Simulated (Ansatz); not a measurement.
(010) slab cut from the bulk of ZrSi2, Cmcm (No. 63); the slab's formula is Zr2Si5:

```xyz
14
Lattice="3.6791 0.0000 0.0000 0.0000 3.7052 0.0000 0.0000 0.0000 29.7973" Properties=species:S:1:pos:R:3 pbc="T T T"
Si    0.9198    1.8526    7.5000
Si    2.7593    0.0000    7.5092
Zr    2.7593    1.8526    9.6440
Si    0.9198    0.0000   10.4164
Si    2.7593    0.0000   11.9869
Zr    0.9198    1.8526   12.7593
Si    0.9198    0.0000   14.8940
Si    2.7593    1.8526   14.9032
Zr    2.7593    0.0000   17.0380
Si    0.9198    1.8526   17.8104
Si    2.7593    1.8526   19.3809
Zr    0.9198    0.0000   20.1533
Si    0.9198    1.8526   22.2880
Si    2.7593    0.0000   22.2973
```

These are results of Ansatz 0.2.0, DFT PBE, scalar-relativistic, plane waves, PAW, not measurements. Settings: cutoff 420 eV, Γ-centred mesh 9×9×1 on the computed 14-atom cell, Gaussian smearing of 0.10 eV; no spin polarisation. A dipole correction removes the field between periodic images along c.

Q: What forces act on the atoms?

A:
```json
{"atom": "Si1", "Fx (eV/Å)": "0.000", "Fy (eV/Å)": "0.000", "Fz (eV/Å)": "-0.172"}
{"atom": "Si2", "Fx (eV/Å)": "0.000", "Fy (eV/Å)": "0.000", "Fz (eV/Å)": "-0.241"}
{"atom": "Zr3", "Fx (eV/Å)": "0.000", "Fy (eV/Å)": "0.000", "Fz (eV/Å)": "0.740"}
{"atom": "Si4", "Fx (eV/Å)": "0.000", "Fy (eV/Å)": "0.000", "Fz (eV/Å)": "-0.399"}
{"atom": "Si5", "Fx (eV/Å)": "0.000", "Fy (eV/Å)": "0.000", "Fz (eV/Å)": "-0.029"}
{"atom": "Zr6", "Fx (eV/Å)": "0.000", "Fy (eV/Å)": "0.000", "Fz (eV/Å)": "0.092"}
{"atom": "Si7", "Fx (eV/Å)": "0.000", "Fy (eV/Å)": "0.000", "Fz (eV/Å)": "-0.009"}
{"atom": "Si8", "Fx (eV/Å)": "0.000", "Fy (eV/Å)": "0.000", "Fz (eV/Å)": "0.009"}
{"atom": "Zr9", "Fx (eV/Å)": "0.000", "Fy (eV/Å)": "0.000", "Fz (eV/Å)": "-0.092"}
{"atom": "Si10", "Fx (eV/Å)": "0.000", "Fy (eV/Å)": "0.000", "Fz (eV/Å)": "0.029"}
{"atom": "Si11", "Fx (eV/Å)": "0.000", "Fy (eV/Å)": "0.000", "Fz (eV/Å)": "0.399"}
{"atom": "Zr12", "Fx (eV/Å)": "0.000", "Fy (eV/Å)": "0.000", "Fz (eV/Å)": "-0.740"}
{"atom": "Si13", "Fx (eV/Å)": "0.000", "Fy (eV/Å)": "0.000", "Fz (eV/Å)": "0.241"}
{"atom": "Si14", "Fx (eV/Å)": "0.000", "Fy (eV/Å)": "0.000", "Fz (eV/Å)": "0.172"}
```

Cost: 1 run of about 1.6 core-minutes, on Intel Xeon Platinum 8259CL (Skylake/Cascade Lake) (shared hosts).